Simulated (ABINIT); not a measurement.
## BeTe in ABINIT: convergence with tolvrs

Input of the first run (tolvrs 0.01); the others differ in this setting and in those tied to it:

Contents of run.abi:

```
pp_dirpath "./"
pseudos "Te_ONCV_PBE-1.2.upf, Be_ONCV_PBE-1.2.upf"

acell 7.4027593915 7.4027593915 7.4027593915
rprim
     0.0000000000     0.7071067812     0.7071067812
     0.7071067812     0.0000000000     0.7071067812
     0.7071067812     0.7071067812     0.0000000000
ntypat 2
znucl 52 4
natom 2
typat 1 2
xred
     0.7500000000     0.7500000000     0.7500000000
     0.0000000000     0.0000000000     0.0000000000

ecut 979.609905 eV

kptopt 1
ngkpt 8 8 8
nshiftk 1
shiftk 0.0 0.0 0.0

ixc -497498
usekden 1

nband 14
occopt 4
tsmear 0.1 eV

nstep 100
tolvrs 0.01

iomode 3
prtwf 0
prtden 0
prteig 0
prtebands 0
enunit 1
```

Potentials or basis: SG15 NC PBE v1.2.

The run is started by

```bash
$ abinit run.abi > log 2>&1
```

Hardware: 1 thread of Arm Neoverse V1, with other jobs on the host.

| tolvrs | energy less the tightest run (meV/atom) | pressure (GPa) | SCF cycles | CPU time (s) | peak memory (GiB) |
| --- | --- | --- | --- | --- | --- |
| 0.01 | 0.00 | 3.17 | 4 | 58 | 0.09 |
| 0.001 | 0.00 | 3.36 | 5 | 68 | 0.09 |
| 0.0001 | 0.00 | 3.31 | 6 | 77 | 0.09 |
| 1e-05 | 0.00 | 3.31 | 6 | 77 | 0.09 |
| 1e-06 | 0.00 | 3.32 | 7 | 87 | 0.09 |
| 1e-08 | 0.00 | 3.32 | 9 | 100 | 0.09 |
| 1e-10 | 0.00 | 3.32 | 10 | 110 | 0.09 |
| 1e-13 | 0.00 | 3.32 | 11 | 120 | 0.09 |

Against the tightest run, the energy stays within 1 meV/atom from 0.01 on; the pressure stays within 0.1 GPa from 0.001 on. The tightest run that finished is the yardstick and may itself not be fully converged.

Caveat, for the tightest run too: the potentials were made for another functional, which shifts forces and pressure.
